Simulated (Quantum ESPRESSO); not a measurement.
# AlN (P6_3mc) in Quantum ESPRESSO: settings compared, part 3 of 3

Quantum ESPRESSO 7.5. Earlier steps stand in the parts before.

## Step 4: Phonons, BLYP

pw.in reads:

```
&CONTROL
  calculation = 'scf'
  prefix = 'pwscf'
  outdir = './tmp'
  pseudo_dir = './pseudo'
  tprnfor = .true.
  tstress = .true.
  disk_io = 'low'
/
&SYSTEM
  ibrav = 0
  nat = 4
  ntyp = 2
  ecutwfc = 84
  nbnd = 14
  input_dft = 'blyp'
  occupations = 'smearing'
  smearing = 'fd'
  degauss = 0.00367493
/
&ELECTRONS
  conv_thr = 8d-10
  electron_maxstep = 120
  mixing_beta = 0.5
/
ATOMIC_SPECIES
Al    26.9815 Al.upf
N     14.0070 N.upf
CELL_PARAMETERS angstrom
   3.1130000000    0.0000000000    0.0000000000
  -1.5565000000    2.6959370820    0.0000000000
   0.0000000000    0.0000000000    4.9810000000
ATOMIC_POSITIONS crystal
Al     0.6666666667    0.3333333333    0.5000000000
Al     0.3333333333    0.6666666667    0.0000000000
N      0.6666666667    0.3333333333    0.8800000000
N      0.3333333333    0.6666666667    0.3800000000
K_POINTS automatic
6 6 4 0 0 1
```

relax.in reads:

```
&CONTROL
  calculation = 'relax'
  prefix = 'pwscf'
  outdir = './tmp'
  pseudo_dir = './pseudo'
  tprnfor = .true.
  tstress = .true.
  disk_io = 'low'
  nstep = 40
  forc_conv_thr = 0.0001
  etot_conv_thr = 1d-06
/
&SYSTEM
  ibrav = 0
  nat = 4
  ntyp = 2
  ecutwfc = 84
  nbnd = 14
  input_dft = 'blyp'
  occupations = 'smearing'
  smearing = 'fd'
  degauss = 0.00367493
/
&ELECTRONS
  conv_thr = 8d-10
  electron_maxstep = 120
  mixing_beta = 0.5
/
&IONS
  ion_dynamics = 'bfgs'
/
ATOMIC_SPECIES
Al    26.9815 Al.upf
N     14.0070 N.upf
CELL_PARAMETERS angstrom
   3.1130000000    0.0000000000    0.0000000000
  -1.5565000000    2.6959370820    0.0000000000
   0.0000000000    0.0000000000    4.9810000000
ATOMIC_POSITIONS crystal
Al     0.6666666667    0.3333333333    0.5000000000
Al     0.3333333333    0.6666666667    0.0000000000
N      0.6666666667    0.3333333333    0.8800000000
N      0.3333333333    0.6666666667    0.3800000000
K_POINTS automatic
6 6 4 0 0 1
```

scf2.in reads:

```
&CONTROL
  calculation = 'scf'
  prefix = 'pwscf'
  outdir = './tmp'
  pseudo_dir = './pseudo'
  tprnfor = .true.
  tstress = .true.
  disk_io = 'low'
/
&SYSTEM
  ibrav = 0
  nat = 4
  ntyp = 2
  ecutwfc = 84
  nbnd = 14
  input_dft = 'blyp'
  occupations = 'fixed'
/
&ELECTRONS
  conv_thr = 1d-13
  electron_maxstep = 120
  mixing_beta = 0.5
  startingpot = 'file'
  startingwfc = 'file'
/
ATOMIC_SPECIES
Al    26.9815 Al.upf
N     14.0070 N.upf
CELL_PARAMETERS angstrom
   3.1130000000    0.0000000000    0.0000000000
  -1.5565000000    2.6959370820    0.0000000000
   0.0000000000    0.0000000000    4.9810000000
ATOMIC_POSITIONS crystal
Al     0.6666666667    0.3333333333    0.4990443437
Al     0.3333333333    0.6666666667   -0.0009556563
N      0.6666666667    0.3333333333    0.8809556563
N      0.3333333333    0.6666666667    0.3809556563
K_POINTS automatic
6 6 4 0 0 1
```

ph.in reads:

```
phonons of AlN
&INPUTPH
  prefix = 'pwscf'
  outdir = './tmp'
  tr2_ph = 1d-16
  fildyn = 'dyn'
  niter_ph = 60
  alpha_mix(1) = 0.7
  epsil = .true.
/
0.0000000000 0.0000000000 0.0000000000
```

dynmat.in reads:

```
&INPUT
  fildyn = 'dyn'
  asr = 'crystal'
  lperm = .true.
  filout = 'dynmat.disp'
  fileig = 'dynmat.eig'
/
```

dynmat_lo.in reads:

```
&INPUT
  fildyn = 'dyn'
  asr = 'crystal'
  filout = 'dynmat_lo.disp'
  fileig = 'dynmat_lo.eig'
  q(1) = 0
  q(2) = 0
  q(3) = 1
/
```

Potentials or basis: PseudoDojo 0.4.1 SR PBE standard.

Run with:

```
OMP_NUM_THREADS=1 pw.x -in pw.in > pw.out
OMP_NUM_THREADS=1 pw.x -in relax.in > relax.out
OMP_NUM_THREADS=1 pw.x -in scf2.in > scf2.out
OMP_NUM_THREADS=1 ph.x -in ph.in > ph.out
OMP_NUM_THREADS=1 dynmat.x -in dynmat.in > dynmat.out
OMP_NUM_THREADS=1 dynmat.x -in dynmat_lo.in > dynmat_lo.out
```

pw.out:

```text
This program is part of the open-source Quantum ESPRESSO suite
     for quantum simulation of materials; please cite
         "P. Giannozzi et al., J. Phys.:Condens. Matter 21 395502 (2009);
         "P. Giannozzi et al., J. Phys.:Condens. Matter 29 465901 (2017);
         "P. Giannozzi et al., J. Chem. Phys. 152 154105 (2020);
     in publications or presentations arising from this work. More details at

     IMPORTANT: XC functional enforced from input :
     Exchange-correlation= BLYP
                           (   1   3   1   3   0   0   0)
     Any further DFT definition will be discarded
     Please, verify this is what you really want

     Message from routine setup:
     using ibrav=0 with symmetry is DISCOURAGED, use correct ibrav instead

     G-vector sticks info
     --------------------
     sticks:   dense  smooth     PW     G-vecs:    dense   smooth      PW
     Sum         805     805    241                29383    29383    4685

     Using Slab Decomposition

     bravais-lattice index     =            0
     lattice parameter (alat)  =       5.8827  a.u.
     unit-cell volume          =     282.0993 (a.u.)^3
     number of atoms/cell      =            4
     number of atomic types    =            2
     number of electrons       =        16.00
[... 80 lines left out ...]
     Starting wfcs are   16 randomized atomic wfcs

     Self-consistent Calculation

     iteration #  1     ecut=    84.00 Ry     beta= 0.50
     Davidson diagonalization with overlap
     ethr =  1.00E-02,  avg # of iterations =  4.0

     total energy              =     -50.55898123 Ry
     estimated scf accuracy    <       1.39636148 Ry
[... 64 lines left out ...]
     iteration # 11     ecut=    84.00 Ry     beta= 0.50
     Davidson diagonalization with overlap
     ethr =  6.64E-11,  avg # of iterations =  2.1

     End of self-consistent calculation

          k = 0.0000 0.0000 0.0781 (  3669 PWs)   bands (ev):

    -7.4382  -5.5095   1.9514   6.7771   6.7771   7.2383   7.3695   7.3695
    12.3836  14.5507  18.3448  18.9457  18.9457  20.4486
[... 23 lines left out ...]
    -5.8957  -5.3666   2.7512   3.2868   5.3819   6.1350   6.5810   6.6142
    13.5312  14.2541  16.9736  17.8525  19.1098  19.8017

          k = 0.0000-0.5774 0.0781 (  3654 PWs)   bands (ev):

    -5.5460  -4.9128   2.1903   3.3095   4.5496   5.5936   6.0773   6.8581
    13.4138  13.7728  16.4737  17.8037  18.9126  20.0147

          k = 0.0000-0.5774 0.2344 (  3674 PWs)   bands (ev):

    -5.3454  -5.0790   1.9976   2.4296   5.7154   5.9162   6.4334   6.5228
    12.9198  13.6494  16.8945  17.5978  19.1632  19.9733

          k = 0.1667 0.2887 0.0781 (  3675 PWs)   bands (ev):
[... 26 lines left out ...]
    -5.0160  -5.0160   2.9681   2.9681   3.4645   4.2998   6.6174   6.6174
    14.6019  15.8227  15.9582  15.9582  19.6187  19.6187

     the Fermi energy is    10.1161 ev

!    total energy              =     -50.97797041 Ry
     estimated scf accuracy    <          1.9E-10 Ry
     smearing contrib. (-TS)   =       0.00000000 Ry
     internal energy E=F+TS    =     -50.97797041 Ry

     The total energy is F=E-TS. E is the sum of the following terms:
     one-electron contribution =      -2.24747108 Ry
     hartree contribution      =      11.62308303 Ry
     xc contribution           =     -16.86713408 Ry
     ewald contribution        =     -43.48644828 Ry

     convergence has been achieved in  11 iterations

     Forces acting on atoms (cartesian axes, Ry/au):

     atom    1 type  1   force =     0.00000000    0.00000000   -0.00489151
     atom    2 type  1   force =    -0.00000000   -0.00000000   -0.00489151
     atom    3 type  2   force =    -0.00000000   -0.00000000    0.00489151
     atom    4 type  2   force =     0.00000000    0.00000000    0.00489151

     Total force =     0.009783     Total SCF correction =     0.000002

     Computing stress (Cartesian axis) and pressure

          total   stress  (Ry/bohr**3)                   (kbar)     P=       82.60
   0.00051780   0.00000000  -0.00000000           76.17        0.00       -0.00
   0.00000000   0.00051780  -0.00000000            0.00       76.17       -0.00
  -0.00000000  -0.00000000   0.00064883           -0.00       -0.00       95.45

=------------------------------------------------------------------------------=
   JOB DONE.
=------------------------------------------------------------------------------=
```

relax.out:

```text
This program is part of the open-source Quantum ESPRESSO suite
     for quantum simulation of materials; please cite
         "P. Giannozzi et al., J. Phys.:Condens. Matter 21 395502 (2009);
         "P. Giannozzi et al., J. Phys.:Condens. Matter 29 465901 (2017);
         "P. Giannozzi et al., J. Chem. Phys. 152 154105 (2020);
[... 789 lines left out ...]
Al               0.3333333333        0.6666666667       -0.0009556563
N                0.6666666667        0.3333333333        0.8809556563
N                0.3333333333        0.6666666667        0.3809556563
End final coordinates

=------------------------------------------------------------------------------=
   JOB DONE.
=------------------------------------------------------------------------------=
```

scf2.out:

```text
This program is part of the open-source Quantum ESPRESSO suite
     for quantum simulation of materials; please cite
         "P. Giannozzi et al., J. Phys.:Condens. Matter 21 395502 (2009);
         "P. Giannozzi et al., J. Phys.:Condens. Matter 29 465901 (2017);
         "P. Giannozzi et al., J. Chem. Phys. 152 154105 (2020);
[... 216 lines left out ...]
  -0.00000000   0.00054471   0.00000000           -0.00       80.13        0.00
   0.00000000   0.00000000   0.00058674            0.00        0.00       86.31

=------------------------------------------------------------------------------=
   JOB DONE.
=------------------------------------------------------------------------------=
```

Wall time 5.6 min (1 thread of Arm Neoverse V1, shared host); peak memory 0.08 GiB.

Results:

```
Free energy                                             : -693.5918 eV
Pressure after relaxing                                 : 8.2 GPa
Electronic dielectric tensor (diagonal)                 : 4.24, 4.24, 4.39
Born charges (mean of the diagonal)                     : Al +2.57; N -2.58 e
Highest phonon frequency at Γ, LO-TO splitting left out : 738 cm⁻¹
Static dielectric tensor (diagonal)                     : 7.84, 7.84, 9.19
```

Stress tensor (GPa, compression positive):
```
8.01 0.00 0.00
0.00 8.01 0.00
0.00 0.00 8.63
```

Step by step:
```
step  energy change (eV)  largest force (eV/Å)  pressure (GPa)
   1              0.0000                0.1258            8.26
   2             -0.0009                0.0566            8.24
   3             -0.0012                0.0015            8.22
   4             -0.0012                0.0000            8.22
```

Final structure:
```yaml
crystal:
  lattice:
    - [3.11300, 0.00000, 0.00000]
    - [-1.55650, 2.69594, 0.00000]
    - [0.00000, 0.00000, 4.98100]
  atoms:
    - { symbol: Al, position: [0.66667, 0.33333, 0.49904] }
    - { symbol: Al, position: [0.33333, 0.66667, 0.99904] }
    - { symbol: N, position: [0.66667, 0.33333, 0.88096] }
    - { symbol: N, position: [0.33333, 0.66667, 0.38096] }
```

Levels at points of the mesh, in eV from the valence-band top:
```
           k point  band 5  band 6  band 7  band 8  band 9  band 10  band 11  band 12
(0.00, 0.00, 0.12)   -0.59   -0.09    0.00    0.00    5.03     7.20    11.01    11.59
```

Phonon frequencies in cm⁻¹ (negative: imaginary):
```csv
q point,frequencies
"(0.000, 0.000, 0.000)",-6 -6 -3 246 246 556 616 661 661 672 672 738
```

Electronic dielectric tensor:
```
4.24 0.00 0.00
0.00 4.24 0.00
0.00 0.00 4.39
```

Born effective charge tensors (e):
atom 1, Al
```
2.52 0.00 0.00
0.00 2.52 0.00
0.00 0.00 2.67
```
atom 2, Al
```
2.52 0.00 0.00
0.00 2.52 0.00
0.00 0.00 2.67
```
atom 3, N
```
-2.53  0.00  0.00
 0.00 -2.53  0.00
 0.00  0.00 -2.67
```
atom 4, N
```
-2.53  0.00  0.00
 0.00 -2.53  0.00
 0.00  0.00 -2.67
```

Optical modes at Γ, degenerate ones joined, polar ones without the macroscopic field:
| cm⁻¹ | components | symmetry | active in | IR intensity, summed ((D/Å)²/amu) |
| --- | --- | --- | --- | --- |
| 246 | 2 | E2 | Raman | 0.00 |
| 556 | 1 | B1 | silent | 0.00 |
| 616 | 1 | A1 | IR and Raman | 35.73 |
| 661 | 2 | E2 | Raman | 0.00 |
| 672 | 2 | E1 | IR and Raman | 63.69 |
| 738 | 1 | B1 | silent | 0.00 |

Zone-centre frequencies without and with the macroscopic field along z (cm⁻¹):
```csv
,optical modes in rising order
without,246 246 556 616 661 661 672 672 738
with the field,246 246 556 661 661 672 672 738 892
```

Static dielectric tensor, electrons and zone-centre modes:
```
7.84 0.00 0.00
0.00 7.84 0.00
0.00 0.00 9.19
```

Caveat: the potentials were made for another functional, which shifts forces and pressure; the cell is more than 3 GPa from zero pressure, which shifts response properties.
